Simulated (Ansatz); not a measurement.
## A series in volume per atom on Pt

All results are calculated (Ansatz 0.2.0). Periodic Kohn-Sham DFT of a crystal at fixed atoms; pressure and stress are positive in compression; the energy is the free energy less that of spherical unpolarised free atoms; site moments are those in the method's own spheres, positive along +z.

Cell of the first row (space group Fm-3m, No. 225):
```
Pt
1.0
      0.0000     1.9317     1.9317
      1.9317     0.0000     1.9317
      1.9317     1.9317     0.0000
Pt
1
Direct
  0.00000 0.00000 0.00000
```

Settings of every row: method all-electron LAPW; functional LDA; relativity scalar; k mesh 16x16x16; filling fermi-dirac; smearing width 0.05 eV; basis error target 0.25 meV/atom; nucleus gaussian.

Atom start moment: 0 on all atoms.

Limits: no spin-orbit coupling on heavy atoms.

```
row  volume per atom (Å³)  energy less free atoms (eV/atom)  pressure (GPa)
  1                14.415                           -7.5455           7.721
  2                15.021                           -7.5493          -5.152
  3                15.327                                 ?               ?
  4                15.634                           -7.5095         -15.175
  5                16.247                           -7.4362         -22.817
```

Question: what energy less free atoms and pressure should row 3 give?

Worked fit of energy less free atoms. Take u = (V_r/V)^(2/3) − 1 with V_r = 15.328 Å³ an atom, which is twice the finite (Eulerian) strain; such expansions in the strain, on which the Birch-Murnaghan equation of state is built, carry the rest volume and the bulk modulus. The shown rows have u = 0.04179, 0.01358, -0.01309, -0.03807. Least squares give energy less free atoms = −7.53418 − 1.479 × u + 28.846 × u² eV/atom; a straight line predicts inner rows, each left out in turn, worse (root mean square 0.029 against 0.00082 eV/atom). The rows lie off it by 0.0001, -0.0004, 0.0004, -0.0001. Its lowest point lies at u = 0.0256, or V = 14.76 Å³ an atom, and the curvature there gives the bulk modulus at fixed shape and fractions, B = (4/9)(1 + u)² E″(u)/V = 293 GPa. The withheld row has u = 4e-05, so the fit gives −7.53418 − 1.479 × (4e-05) + 28.846 × (4e-05)² = -7.5342 eV/atom.

The calculation gave -7.5342 eV/atom. The fit meets it to the printed digit.

Worked fit of pressure. Take u = (V_r/V)^(2/3) − 1 with V_r = 15.328 Å³ an atom, which is twice the finite (Eulerian) strain; such expansions in the strain, on which the Birch-Murnaghan equation of state is built, carry the rest volume and the bulk modulus. The shown rows have u = 0.04179, 0.01358, -0.01309, -0.03807. Least squares give pressure = −10.5082 + 376.931 × u + 1414.26 × u² GPa; a straight line predicts inner rows, each left out in turn, worse (root mean square 1.4 against 0.054 GPa). The rows lie off it by 0.007, -0.023, 0.025, -0.009 (root mean square 0.018 GPa). The pressure vanishes at u = 0.0254, or V = 14.76 Å³ an atom, and there the bulk modulus at fixed shape and fractions is B = −V dP/dV = (2/3)(1 + u) dP/du = 307 GPa. The withheld row has u = 4e-05, so the fit gives −10.5082 + 376.931 × (4e-05) + 1414.26 × (4e-05)² = -10.493 GPa.

The calculation gave -10.498 GPa. The fit lies 0.005 GPa (0.016 % of the column's range) above it; its largest miss of a shown row is 0.025 GPa.
